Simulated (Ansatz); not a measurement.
Crystal: Au.

```
Au
1.0
     0.00000    2.03500    2.03500
     2.03500    0.00000    2.03500
     2.03500    2.03500    0.00000
Au
1
Direct
  0.00000 0.00000 0.00000
```

* Program: Ansatz 0.2.0
* Task: relaxation of cell and atoms
* Functional: rPW86-PBE
* Potentials or basis: Ansatz PAW
* Cutoff: 420 eV (not typed: the program's choice for these potentials)
* k mesh: 11 × 11 × 11
* Occupations: fermi-dirac, width 0.05 eV
* Spin: no spin polarisation

At the start: volume 16.85 Å³/atom.

Problem. Where does the relaxation end?

Solution. It ends after 5 steps and the volume is 19.34 Å³/atom (+14.7 %); space group Fm-3m (No. 225, to 0.05 Å).

Step by step:
| step | energy change (eV) | largest force (eV/Å) | volume (Å³) |
| --- | --- | --- | --- |
| 1 | 0.0000 | 0.0000 | 16.85 |
| 2 | -0.1482 | 0.0000 | 19.44 |
| 3 | -0.1484 | 0.0000 | 19.37 |
| 4 | -0.1484 | 0.0000 | 19.34 |
| 5 | -0.1503 | 0.0000 | 19.34 |

Final structure:
```
Au
1.0
     0.00000    2.13045    2.13045
     2.13045    0.00000    2.13045
     2.13045    2.13045    0.00000
Au
1
Direct
  0.00000 0.00000 0.00000
```

Caveat: the plane-wave basis is chosen anew once the cell has moved, so the energies of steps on either side of that aren't comparable; the volume moved by +15 % from the deposited cell, more than functionals usually miss; the PAW data sets come from PBE, with cores solved anew for the run's functional, which leaves a small shift of forces and pressure.
